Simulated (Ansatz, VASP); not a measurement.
## TePb: VASP beside Ansatz

```
CELL_PARAMETERS angstrom
3.93525 0.00000 0.00000
0.00000 3.93525 0.00000
0.00000 0.00000 3.93525
ATOMIC_POSITIONS crystal
Te 0.50000 0.50000 0.50000
Pb 0.00000 0.00000 0.00000
```

Alike in both runs: task single point; functional PBE; dispersion D3(BJ); k mesh 8 × 8 × 8; occupations gaussian, width 0.05 eV; no spin polarisation.

|  | VASP | Ansatz |
| --- | --- | --- |
| version | VASP 6.6.1 | Ansatz 0.2.0 |
| potentials or method | VASP PAW PBE potentials, release 64 (Te, Pb_d) | scalar-relativistic, plane waves, PAW |
| plane-wave cutoff (eV) | 520 | 420 |
| valence electrons in the cell | 20 | 30 |

```csv
,VASP,Ansatz,Ansatz less VASP
gap on the k mesh at the Fermi level (eV),none,none,-
pressure (GPa),-0.2,-0.1,+0.04
```

A gap of «none» marks a metal or a gap that the smearing closes. The two sets of potentials don't hold the same shells in valence.

Caveats: pairwise dispersion overbinds metals, which lowers pressure and volume. Spin-orbit coupling is left out, which matters for the levels of Pb, Te.
